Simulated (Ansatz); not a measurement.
# SiC (SiC (110), 3 layers): how the settings move a single-point run

How sensitive is a single-point run of SiC (SiC (110), 3 layers) to its settings? A reference run comes first, then one run with altered input.

Method: reference: DFT, LDA, all-electron LAPW, scalar-relativistic, in Ansatz 0.2.0.

**1. The starting structure**

It takes space group Pmm2 (No. 25, orthorhombic). Conventional cell: a = 3.061 Å, b = 19.061 Å, c = 4.329 Å, α = 90.00°, β = 90.00°, γ = 90.00°. Si (site symmetry m) has 3 C at 1.77 to 1.88 Å as nearest neighbours. Around C (site symmetry m) lie 3 Si at 1.77 to 1.88 Å. Around Si (site symmetry mm2) lie 4 C at 1.86 to 1.88 Å. C (site symmetry mm2) has 4 Si at 1.86 to 1.88 Å as nearest neighbours.

Coordinates:

```xyz
6
Lattice="3.0610 0.0000 0.0000 0.0000 4.3289 0.0000 0.0000 0.0000 19.0610" Properties=species:S:1:pos:R:3 pbc="T T T"
Si    0.7652    0.3910    8.1968
C     2.2957    3.8606    7.9926
Si    2.2957    2.7734    9.5305
C     0.7652    1.7100    9.5305
Si    0.7652    0.3910   10.8642
C     2.2957    3.8606   11.0684
```

**2. The reference run**

input.yaml

```yaml
crystal:
  lattice:
    - [3.0609725613, 0.0, 0.0]
    - [0.0, 4.3288689102, 0.0]
    - [0.0, 0.0, 19.061]
  atoms:
    - { symbol: Si, position: [0.25, 0.0903230807, 0.4300294461] }
    - { symbol: C, position: [0.75, 0.8918217551, 0.4193148911] }
    - { symbol: Si, position: [0.75, 0.640684759, 0.499999993] }
    - { symbol: C, position: [0.25, 0.3950255987, 0.5000000044] }
    - { symbol: Si, position: [0.25, 0.0903230844, 0.5699705667] }
    - { symbol: C, position: [0.75, 0.8918217222, 0.5806850986] }
  periodic: [true, true, false]
kpoints:
  mp_grid: { grid: [8, 6, 1] }
scf:
  occupations: { method: fermi_dirac, width: 0.02 }
hamiltonian:
  xc: lda
  pseudopotentials: { kind: all_electron, lapw: { basis_error: 0.001 } }
output:
  forces: true
  stress: true
  eigenvalues: true
```

Started as:

```console
ansatz run input.yaml --threads 2 --pin off --max-ram 4096MiB --backend cpu --events-out ev --progress --plain --runs-dir out
```

**3. Changed: dr2_threshold 1.0e-08, n_extra_bands 32, xc pbesol**

input.yaml: that of step 2 with these lines changed.

```diff
@@ -17,4 +17,6 @@
   occupations: { method: fermi_dirac, width: 0.02 }
+  convergence: { dr2_threshold: 1.0e-08 }
+  n_extra_bands: 32
 hamiltonian:
-  xc: lda
+  xc: pbesol
   pseudopotentials: { kind: all_electron, lapw: { basis_error: 0.001 } }
```

Q: Predict the outcome of this session. Wanted: for each run, ending; energy change; gap; force.

As calculated:

```
                                                  run     ending   energy change  gap (eV)  force (eV/Å)  cycles     time
                                            reference  converged               -      0.00          0.01       9  1.9 min
1: dr2_threshold 1.0e-08, n_extra_bands 32, xc pbesol  converged  not comparable      0.00          0.36      10  3.3 min
```

Residual by cycle in the longest SCF loop of each run; runs are numbered as in the table. The quantity is the density residual dr2, in eV.

```
cycle  reference   run 1
    1         24    22.8
    2       2.44    3.07
    3      0.217    0.17
    4    0.00651  0.0164
    5     8.1e-4  8.2e-4
    6     7.1e-5  1.2e-4
    7     4.6e-6  6.8e-6
    8     5.6e-7  4.4e-7
    9     7.1e-8  4.4e-8
   10          -  4.4e-9
```

After a change of functional the difference of the totals has no physical meaning; the largest force goes from 0.01 to 0.36 eV/Å. Cost: 10 SCF cycles against 9, 3.3 min against 1.9 min.
